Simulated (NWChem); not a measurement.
# One shape, several levels: doublet CH4N2O−

Aim: a comparison of 6 runs (UHF/def2-SVPD, U-r2SCAN/def2-SVPD, UB3LYP/def2-SVPD, UPBE/def2-SVPD, USVWN5/def2-SVPD, UMP2/def2-SVPD) of doublet CH4N2O−. 

Program for the calculation: NWChem 7.3.0.

**1. The structure to begin with**

CH4N2O−: 8 atoms, total charge -1, spin state doublet. As SMILES of the parent species, `NC(N)=O`. The shape is that of a PBE0-D4/def2-TZVP optimisation. That shape belongs to the parent species and isn't relaxed for this state.

Bond lengths: N1–C2 1.376 Å, C2–N3 1.376 Å, C2–O4 1.211 Å, N1–H5 1.006 Å, N1–H6 1.006 Å, N3–H7 1.006 Å, N3–H8 1.006 Å. Angles: N1–C2–N3 114.1°, N1–C2–O4 122.9°, N3–C2–O4 122.9°, C2–N1–H5 113.4°, C2–N1–H6 118.4°, C2–N3–H7 113.4°, C2–N3–H8 118.4°, H5–N1–H6 115.2°, H7–N3–H8 115.2°.

**2. A single-point energy at UHF/def2-SVPD (run 1)**

Input file ch4n2o.nw:

```
start ch4n2o
title "CH4N2O"
memory total 2200 mb
charge -1
geometry units angstrom noautosym nocenter noautoz
 N       -0.091180       1.153200      -0.236100
 C       -0.242410      -0.206120      -0.390990
 N        0.326430      -0.953280       0.615330
 O       -0.825140      -0.701360      -1.330440
 H       -0.670530       1.692970      -0.856600
 H       -0.003880       1.521090       0.696140
 H        0.387130      -1.933960       0.399490
 H        1.119580      -0.572540       1.103170
end
basis "ao basis" spherical bse
 * library def2-SVPD
end
scf
 doublet
 uhf
 thresh 1e-08
 maxiter 80
 print medium
end
task scf energy
```

On the command line:

```bash
nwchem ch4n2o.nw > ch4n2o.out
```

What it wrote:

```text
[...]
  functions       =   115
[...]
  wavefunction    = UHF
[...]
         Total SCF energy =   -223.750721235455
      One electron energy =   -557.151242098230
      Two electron energy =    209.123322310607
 Nuclear repulsion energy =    124.277198552168
                       Sz =      0.5000
                 Sz(Sz+1) =      0.7500
                      S^2 =      0.7511
[...]
```

It took 45 s on 1 thread of Intel Xeon 6975P-C (Granite Rapids), shared host; peak memory 0.097 GiB.

**3. The energy at U-r2SCAN/def2-SVPD (run 2)**

Input file run.py:

```python
from ase import Atoms
from ase.calculators.nwchem import NWChem

atoms = Atoms(['N', 'C', 'N', 'O', 'H', 'H', 'H', 'H'], positions=[
    [-0.091180, 1.153200, -0.236100],
    [-0.242410, -0.206120, -0.390990],
    [0.326430, -0.953280, 0.615330],
    [-0.825140, -0.701360, -1.330440],
    [-0.670530, 1.692970, -0.856600],
    [-0.003880, 1.521090, 0.696140],
    [0.387130, -1.933960, 0.399490],
    [1.119580, -0.572540, 1.103170],
])

calc = NWChem(
    label='m1',
    theory='dft',
    memory='2200 mb',
    basis='def2-SVPD',
    basispar='spherical bse',
    charge=-1,
    dft={'xc': 'r2scan', 'mult': '2', 'grid': 'fine', 'convergence': 'energy 1e-08', 'iterations': '100', 'mulliken': None, 'print': 'low'},
    task='energy',
)
atoms.calc = calc

print(f"energy = {atoms.get_potential_energy():.6f} eV")
```

On the command line:

```bash
export ASE_NWCHEM_COMMAND="nwchem PREFIX.nwi > PREFIX.nwo"
python run.py
```

What it wrote:

```text
energy = -6121.042969 eV
```

The calculator wrote m1.nwi:

```
title "m1"

permanent_dir m1

scratch_dir m1

start m1

geometry units angstrom nocenter noautosym noautoz
  N  -9.1179999999999997e-02 1.1532000000000000e+00 -2.3610000000000000e-01
  C  -2.4240999999999999e-01 -2.0612000000000000e-01 -3.9099000000000000e-01
  N  3.2643000000000000e-01 -9.5328000000000002e-01 6.1533000000000004e-01
  O  -8.2513999999999998e-01 -7.0135999999999998e-01 -1.3304400000000001e+00
  H  -6.7052999999999996e-01 1.6929700000000001e+00 -8.5660000000000003e-01
  H  -3.8800000000000002e-03 1.5210900000000001e+00 6.9613999999999998e-01
  H  3.8712999999999997e-01 -1.9339599999999999e+00 3.9949000000000001e-01
  H  1.1195800000000000e+00 -5.7254000000000005e-01 1.1031700000000000e+00
end

charge -1

memory 2200 mb

basis spherical bse noprint
   * library def2-SVPD
end

dft
  xc r2scan
  mult 2
  grid fine
  convergence energy 1e-08
  iterations 100
  mulliken
  print low
end

task dft energy
```

m1.nwo, cut to the lines that bear on the results:

```text
[...]
         Total DFT energy =     -224.944181940295
      One electron energy =     -557.616514166850
           Coulomb energy =      237.739331954617
    Exchange-Corr. energy =      -29.344198280231
 Nuclear repulsion energy =      124.277198552168
[... 29 lines left out ...]
     -------------------------------------------
      Total Density - Lowdin Population Analysis
[...]
      <S2> =      0.7513 (Exact =     0.7500)
[...]
```

It took 53 s on 1 thread of Intel Xeon 6975P-C (Granite Rapids), shared host; peak memory 0.11 GiB.

Runs 3 to 5 aren't shown in full; the table further down has their settings and results.

**4. The energy at UMP2/def2-SVPD (run 6)**

Input file work.xyz:

```xyz
8
CH4N2O
N     -0.091180     1.153200    -0.236100
C     -0.242410    -0.206120    -0.390990
N      0.326430    -0.953280     0.615330
O     -0.825140    -0.701360    -1.330440
H     -0.670530     1.692970    -0.856600
H     -0.003880     1.521090     0.696140
H      0.387130    -1.933960     0.399490
H      1.119580    -0.572540     1.103170
```

Input file run.py:

```python
from ase.io import read
from ase.calculators.nwchem import NWChem

mol = read('work.xyz')

calc = NWChem(
    label='work',
    theory='mp2',
    memory='2200 mb',
    basis='def2-SVPD',
    basispar='spherical bse',
    charge=-1,
    scf={'nopen': '1', 'uhf': None, 'thresh': '1e-08', 'maxiter': '80'},
    mp2={'freeze': 'core 4', 'tight': None},
    task='energy',
)
mol.calc = calc

print(f"energy = {mol.get_potential_energy():.6f} eV")
```

On the command line:

```bash
export ASE_NWCHEM_COMMAND="nwchem PREFIX.nwi > PREFIX.nwo"
python run.py
```

What it wrote:

```text
energy = -6107.550009 eV
```

The calculator wrote work.nwi:

```
title "work"

permanent_dir work

scratch_dir work

start work

geometry units angstrom nocenter noautosym noautoz
  N  -9.1179999999999997e-02 1.1532000000000000e+00 -2.3610000000000000e-01
  C  -2.4240999999999999e-01 -2.0612000000000000e-01 -3.9099000000000000e-01
  N  3.2643000000000000e-01 -9.5328000000000002e-01 6.1533000000000004e-01
  O  -8.2513999999999998e-01 -7.0135999999999998e-01 -1.3304400000000001e+00
  H  -6.7052999999999996e-01 1.6929700000000001e+00 -8.5660000000000003e-01
  H  -3.8800000000000002e-03 1.5210900000000001e+00 6.9613999999999998e-01
  H  3.8712999999999997e-01 -1.9339599999999999e+00 3.9949000000000001e-01
  H  1.1195800000000000e+00 -5.7254000000000005e-01 1.1031700000000000e+00
end

charge -1

memory 2200 mb

basis spherical bse noprint
   * library def2-SVPD
end

scf
  nopen 1
  uhf
  thresh 1e-08
  maxiter 80
end
mp2
  freeze core 4
  tight
end

task mp2 energy
```

work.nwo, cut to the lines that bear on the results:

```text
[...]
      One electron energy =   -557.151242094819
[... 1 line left out ...]
 Nuclear repulsion energy =    124.277198552168
[... 39 lines left out ...]
          Final beta eigenvalues
[... 256 lines left out ...]
                     UHF Final Beta Molecular Orbital Analysis
[...]
          Total MP2 energy          -224.448324802026
[...]
```

Run time: 53 s. Hardware: 1 thread of Intel Xeon 6975P-C (Granite Rapids), shared host; peak memory 0.41 GiB.

**5. All runs side by side**

```tsv
run	level	iteration cap	module	energy (Eh)	HOMO energy (eV)	LUMO energy (eV)	⟨S²⟩	wall time
1	UHF/def2-SVPD	80	scf	-223.750721	2.36	6.89	0.751	45 s
2	U-r2SCAN/def2-SVPD	100	dft	-224.944182	–	–	0.751	53 s
3	UB3LYP/def2-SVPD	100	dft	-225.073722	3.06	4.29	0.750	49 s
4	UPBE/def2-SVPD	100	dft	-224.822491	3.34	3.95	0.750	46 s
5	USVWN5/def2-SVPD	100	dft	-223.306142	3.23	3.74	0.750	26 s
6	UMP2/def2-SVPD	80	mp2	-224.448325	2.36	6.89	0.751	53 s
```

**6. Outcome**

| quantity | value |
| --- | --- |
| run 6: total energy | -224.44832 Eh |
| run 6: HOMO energy (Hartree–Fock orbitals) (highest over α and β) | 2.36 eV |
| run 6: LUMO energy (Hartree–Fock orbitals) (lowest over α and β) | 6.89 eV |
| run 6: correlation energy (4 core orbitals frozen) | -697.6 mEh |
| run 6: ⟨S²⟩ of the reference determinant | 0.751 |

**Reading.** Totals of different functionals can't be ranked against each other. In runs 1, 3, 4, 5, 6 the HOMO lies above zero, so the outermost electron may be held by the basis alone. All runs together took 4.5 min, the longest 53 s.
